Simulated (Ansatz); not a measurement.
Crystal: As.

```
As
1.0
     2.97948   -0.10062    0.32377
    -0.10062    2.58301    0.26188
     0.32377    0.26188    2.54855
As
1
Direct
  0.50000 0.50000 0.50000
```

The cell isn't the ideal one: cell sheared at random, sigma 0.1, atoms nudged by 0.01 Å.

* Program: Ansatz 0.2.0
* Task: relaxation of cell and atoms
* Functional: PBEsol0
* Potentials or basis: Ansatz PAW
* Cutoff: 420 eV (not typed: the program's choice for these potentials)
* k mesh: 5 × 5 × 6
* Occupations: fermi-dirac, width 0.05 eV
* Spin: no spin polarisation

At the start: volume 19.10 Å³/atom.

Question: Where does the relaxation end?

Answer: It ends after 11 steps and the volume is 19.34 Å³/atom (+1.3 %); space group C2/m (No. 12, to 0.05 Å).

The path:
```tsv
step	energy change (eV)	largest force (eV/Å)	volume (Å³)
1	0.0000	0.0000	19.10
2	-0.0893	0.0000	19.06
3	-0.1234	0.0000	19.14
4	-0.1620	0.0000	19.26
5	-0.1627	0.0000	19.13
6	-0.1645	0.0000	19.30
7	-0.1647	0.0000	19.32
8	-0.1648	0.0000	19.33
9	-0.1657	0.0000	19.33
10	-0.1657	0.0000	19.34
11	-0.1657	0.0000	19.34
```

Final structure:
```yaml
crystal:
  lattice:
    - [2.81893, -0.14438, 0.12681]
    - [-0.12851, 2.63267, 0.07543]
    - [0.11949, 0.06419, 2.62070]
  atoms:
    - { symbol: As, position: [0.50000, 0.50000, 0.50000] }
```

Caveat: the k mesh is coarse (spacing up to 0.50 Å⁻¹), so the values aren't converged, least of all with exact exchange; the plane-wave basis is chosen anew once the cell has moved, so the energies of steps on either side of that aren't comparable; the PAW data sets come from PBE, with cores solved anew for the run's functional, which leaves a small shift of forces and pressure.
